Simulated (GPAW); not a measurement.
# SiC (Moissanite) (P6_3mc) in GPAW: further runs, part 2 of 2

GPAW 26.7.0.

## (3) Band structure, optB88-vdW

run.py reads:

```python
from ase.dft.bandgap import bandgap
from ase.io import read, write
from gpaw import GPAW, PW

atoms = read('SiC.xyz')

calc = GPAW(mode=PW(800),
            xc={'name': 'optB88-vdW', 'backend': 'libvdwxc'},
            kpts={'size': (7, 7, 4), 'gamma': True},
            occupations={'name': 'fermi-dirac', 'width': 0.05},
            nbands=18,
            convergence={'density': 1e-05, 'energy': 1e-05},
            maxiter=150,
            legacy_gpaw=True,
            txt='gpaw.txt')
atoms.calc = calc
energy = atoms.get_potential_energy()
forces = atoms.get_forces()
calc.write('gs.gpw')
write('result.traj', atoms)
print(f'Energy: {energy:.6f} eV')
print('Forces (eV/A):')
print(forces.round(4))
print('Fermi level:', round(calc.get_fermi_level(), 4), 'eV')
print(f'Gap: {bandgap(calc)[0]:.4f} eV, direct: {bandgap(calc, direct=True)[0]:.4f} eV')

path = atoms.cell.bandpath('GMKGALHA,LM,KH', npoints=60, eps=1e-4)
bs_calc = calc.fixed_density(kpts=path, symmetry='off', nbands=29,
                             convergence={'bands': 'CBM+6.0', 'eigenstates': 1e-6}, txt='bands.txt')
bs = bs_calc.band_structure()
bs.write('bs.json')
print(f'Gap on the path: {bandgap(bs_calc)[0]:.4f} eV')
```

SiC.xyz reads:

```xyz
4
Lattice="3.0760000000 0.0000000000 0.0000000000 -1.5380000000 2.6638941420 0.0000000000 0.0000000000 0.0000000000 5.0480000000" Properties=species:S:1:pos:R:3 pbc="T T T"
Si     1.5380000002      0.8879647139      2.5240000000
Si    -0.0000000002      1.7759294281      0.0000000000
C      1.5380000002      0.8879647139      4.4674800000
C     -0.0000000002      1.7759294281      1.9434800000
```

Potentials or basis: GPAW PAW data sets (gpaw-data 1.2.1), pw.

On the command line:

```console
> OMP_NUM_THREADS=1 python run.py
```

gpaw.txt:

```text
___ ___ ___ _ _ _
 |   |   |_  | | | |
 | | | | | . | | | |
 |__ |  _|___|_____|  26.7.0
 |___|_|

Input parameters:
  convergence: {density: 1e-05,
                energy: 1e-05}
  kpts: {gamma: True,
         size: (7, 7, 4)}
  maxiter: 150
  mode: {ecut: 800.0,
         name: pw}
  nbands: 18
  occupations: {name: fermi-dirac,
                width: 0.05}
  xc: {backend: libvdwxc,
       name: optB88-vdW}

System changes: positions, numbers, cell, pbc, initial_charges, initial_magmoms

Initialize ...

species:
  Si:
    name:    Silicon
    Z:       14.0
    valence: 4
    core:    10
    charge:  0.0  # [|e|]
    compensation charges:
      type: gauss
      rc: 0.33  # [Å]
      lmax: 2
    cutoffs:
      filter: 1.86  # [Å]
      core: 2.06  # [Å]
    projectors
    | kind |    occ | energy [eV] | rcut [Å] |
    |------|--------|-------------|----------|
    |   3s |  2.000 |     -10.812 |    1.058 |
    |   3p |  2.000 |      -4.081 |    1.058 |
    |    s |        |      16.399 |    1.058 |
    |    p |        |      23.130 |    1.058 |
    |    d |        |       0.000 |    1.058 |

    Using partial waves for Si as LCAO basis

  C:
    name:    Carbon
    Z:       6.0
    valence: 4
    core:    2
    charge:  0.0  # [|e|]
    compensation charges:
      type: gauss
      rc: 0.20  # [Å]
      lmax: 2
    cutoffs:
      filter: 1.14  # [Å]
      core: 1.14  # [Å]
    projectors
    | kind |    occ | energy [eV] | rcut [Å] |
    |------|--------|-------------|----------|
    |   2s |  2.000 |     -13.751 |    0.635 |
    |   2p |  2.000 |      -5.284 |    0.635 |
    |    s |        |      13.461 |    0.635 |
    |    p |        |      21.927 |    0.635 |
    |    d |        |       0.000 |    0.635 |

    Using partial waves for C as LCAO basis

Reference energy: -17827.944731  # eV

Spin-paired calculation

Convergence criteria:
 Maximum [total energy] change in last 3 cyles: 1e-05 eV / valence electron
 Maximum integral of absolute [dens]ity change: 1e-05 electrons / valence electron
 Maximum integral of absolute [eigenst]ate change: 4e-08 eV^2 / valence electron
 Maximum number of scf [iter]ations: 150
 (Square brackets indicate name in SCF output, whereas a 'c' in
 the SCF output indicates the quantity has converged.)

Symmetries present (total): 6

  ( 1  1  0)  ( 1  0  0)  ( 0  1  0)  ( 0 -1  0)  (-1  0  0)  (-1 -1  0)
  ( 0 -1  0)  ( 0  1  0)  (-1 -1  0)  (-1  0  0)  ( 1  1  0)  ( 1  0  0)
  ( 0  0  1)  ( 0  0  1)  ( 0  0  1)  ( 0  0  1)  ( 0  0  1)  ( 0  0  1)

196 k-points: 7 x 7 x 4 Monkhorst-Pack grid + [0.000000,0.000000,1/8]
28 k-points in the irreducible part of the Brillouin zone
       k-points in crystal coordinates                weights
   0:     0.00000000    0.00000000    0.00000000          1/196
   1:     0.00000000    0.00000000    0.25000000          2/196
   2:     0.00000000    0.00000000    0.50000000          1/196
   3:     0.14285714    0.00000000   -0.25000000          6/196
   4:     0.14285714    0.00000000    0.00000000          6/196
   5:     0.14285714    0.00000000    0.25000000          6/196
   6:     0.14285714    0.00000000    0.50000000          6/196
   7:     0.28571429   -0.14285714    0.00000000          6/196
   8:     0.28571429   -0.14285714    0.25000000         12/196
   9:     0.28571429   -0.14285714    0.50000000          6/196
          ...
  27:     0.42857143    0.42857143    0.50000000          6/196

Wave functions: Plane wave expansion
  Cutoff energy: 800.000 eV
  Number of coefficients (min, max): 2105, 2140
  Pulay-stress correction: 0.000000 eV/Ang^3 (de/decut=0.000000)
  Using FFTW library
  ScaLapack parameters: grid=1x1, blocksize=None
  Wavefunction extrapolation:
    Improved wavefunction reuse through dual PAW basis

Occupation numbers: Fermi-Dirac:
  width: 0.0500  # eV

Eigensolver
   Davidson(niter=2)

Densities:
  Coarse grid: 21*21*35 grid
  Fine grid: 42*42*70 grid
  Total Charge: 0.000000

Density mixing:
  Method: separate
  Backend: msr1
  Linear mixing parameter: 0.05
  old densities: 10
  Width of damping distribution: 1.1
  Damping of long wavelength oscillations: 20

Hamiltonian:
  XC and Coulomb potentials evaluated on a 42*42*70 grid
  Using the optB88 Exchange-Correlation functional
  External potential:
    NoExternalPotential

XC parameters: optB88 with libvdwxc
  Mode: serial
  Semilocal: GGA_X_OPTB88_VDW+LDA_C_PW with 2 nearest neighbor stencil
  Corresponding non-local functional: vdW-DF
  Local blocksize: 42 x 42 x 70
  PAW datasets: PBE

Number of atoms: 4
Number of atomic orbitals: 16
Number of bands in calculation: 18
Number of valence electrons: 16
Bands to converge: occupied

... initialized

Initializing position-dependent things.

Density initialized from atomic densities
Creating initial wave functions:
  16 bands from LCAO basis set
  2 bands from random numbers

           C

           Si
        C

        Si

Atomic positions and initial magnetic moments

Positions:
   0 Si     1.538000    0.887965    2.524000    ( 0.0000,  0.0000,  0.0000)
   1 Si    -0.000000    1.775929    0.000000    ( 0.0000,  0.0000,  0.0000)
   2 C      1.538000    0.887965    4.467480    ( 0.0000,  0.0000,  0.0000)
   3 C     -0.000000    1.775929    1.943480    ( 0.0000,  0.0000,  0.0000)

Unit cell:
           periodic     x           y           z      points  spacing
  1. axis:    yes    3.076000    0.000000    0.000000    21     0.1269
  2. axis:    yes   -1.538000    2.663894    0.000000    21     0.1269
  3. axis:    yes    0.000000    0.000000    5.048000    35     0.1442

  Lengths:   3.076000   3.076000   5.048000
  Angles:   90.000000  90.000000 120.000000

Effective grid spacing dv^(1/3) = 0.1389

iter:   1   -56.725357
iter:   2   -55.864911   -1.98  -0.55
iter:   3   -52.986527   -0.66  -0.59
iter:   4   -52.996316   -2.23  -1.25
iter:   5   -53.004848   -2.89  -1.55
iter:   6   -53.004134   -4.77  -2.36
iter:   7   -53.004056   -5.36  -2.77
iter:   8   -53.004053c  -6.66  -3.51
iter:   9   -53.004053c  -7.22  -3.91
iter:  10   -53.004053c  -8.41c -4.85
iter:  11   -53.004053c  -9.68c -5.07c

Converged after 11 iterations.

Dipole moment: (0.000000, -0.000000, 1.861788) |e|*Ang

Energy contributions relative to reference atoms: (reference = -17827.944731)

Kinetic:        +38.880504
Potential:      -32.836934
External:        +0.000000
XC:             -59.041117
Entropy (-ST):   -0.000000
Local:           -0.006508
SIC:             +0.000000
--------------------------
Free energy:    -53.004053
Extrapolated:   -53.004053

Non-local optB88 correlation energy: 1.340831
Semilocal GGA_X_OPTB88_VDW+LDA_C_PW energy: -175.538314
(Not including atomic contributions)
Showing only first 2 kpts
 Kpt  Band  Eigenvalues  Occupancy
  0     6      8.17989    2.00000
  0     7      8.46018    2.00000
  0     8     13.20345    0.00000
  0     9     14.62556    0.00000

  1     6      7.96828    2.00000
  1     7      7.96831    2.00000
  1     8     13.48231    0.00000
  1     9     15.15689    0.00000

Fermi level: 9.46783

Gap: 2.791 eV
Transition (v -> c):
  (s=0, k=0, n=7, [0.00, 0.00, 0.00]) -> (s=0, k=22, n=8, [0.43, 0.29, 0.00])
Direct/indirect transitions are different
Direct gap: 4.268 eV
Transition at: (s=0, k=19, n=7, [0.43, 0.00, 0.00])

Forces in eV/Ang:
  0 Si   -0.00000    0.00000    0.78216
  1 Si   -0.00000   -0.00000    0.78217
  2 C     0.00000    0.00000   -0.78229
  3 C    -0.00000    0.00000   -0.78229

Writing to gs.gpw (mode='')
```

Run time: 41 s. Hardware: 1 thread of Arm Neoverse V2, shared host; peak memory 0.33 GiB.

Results:

```
Free energy             : -53.0041 eV
Largest force           : 0.782 eV/Å
Band gap along the path : 2.48 eV, indirect (least direct gap 4.21 eV)
```

Forces in eV/Å, atoms in the order of the input:
```
Si   0.000  0.000  0.782
Si   0.000  0.000  0.782
C    0.000  0.000 -0.782
C    0.000  0.000 -0.782
```

Levels at the corners of the path, in eV from the valence-band top:
```tsv
point	band 5	band 6	band 7	band 8	band 9	band 10	band 11	band 12
Γ	-1.54	-0.28	-0.28	0.00	4.74	6.17	6.57	6.57
M	-5.35	-3.51	-3.18	-1.48	2.73	4.30	6.85	7.31
K	-6.45	-4.06	-3.97	-3.97	2.48	8.05	8.73	8.73
Γ	-1.54	-0.28	-0.28	0.00	4.74	6.17	6.57	6.57
A	-0.96	-0.96	-0.96	-0.96	5.82	5.82	7.25	7.25
L	-2.66	-2.66	-2.31	-2.31	3.31	3.31	5.11	5.11
H	-5.77	-5.77	-1.73	-1.73	4.95	4.95	6.08	6.08
A	-0.96	-0.96	-0.96	-0.96	5.82	5.82	7.25	7.25
L	-2.66	-2.66	-2.31	-2.31	3.31	3.31	5.11	5.11
M	-5.35	-3.51	-3.18	-1.48	2.73	4.30	6.85	7.31
K	-6.45	-4.06	-3.97	-3.97	2.48	8.05	8.73	8.73
H	-5.77	-5.77	-1.73	-1.73	4.95	4.95	6.08	6.08
```

Caveat: the PAW data sets were made with another functional, which shifts forces and pressure a little.
